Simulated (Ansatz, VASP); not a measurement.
# One calculation of ZnS, two programs

```
Zn S
1.0
     0.00000    2.68192    2.68192
     2.68192    0.00000    2.68192
     2.68192    2.68192    0.00000
Zn S
1 1
Cartesian
  0.0000 0.0000 0.0000
  4.0229 4.0229 4.0229
```

Change from the starting cell: volume scaled by 0.975.

Alike in both runs: task single point; functional PBEsol; k mesh 8 × 8 × 8; occupations fermi-dirac, width 0.01 eV; no spin polarisation.

```csv
,VASP,Ansatz
version,VASP 6.6.1,Ansatz 0.2.0
potentials or method,"VASP PAW PBE potentials, release 64 (Zn, S), cutoff 520 eV","all-electron LAPW, scalar-relativistic"
```

|  | VASP | Ansatz | Ansatz less VASP |
| --- | --- | --- | --- |
| gap on the k mesh at the Fermi level (eV) | 2.07 | 2.07 | -0.003 |
| pressure (GPa) | -0.1 | -0.3 | -0.20 |

Ansatz ran all-electron here, so the differences hold the error of VASP's frozen core and of both bases.

Caveats: the PAW data sets were made with another functional, which shifts forces and pressure a little (VASP).
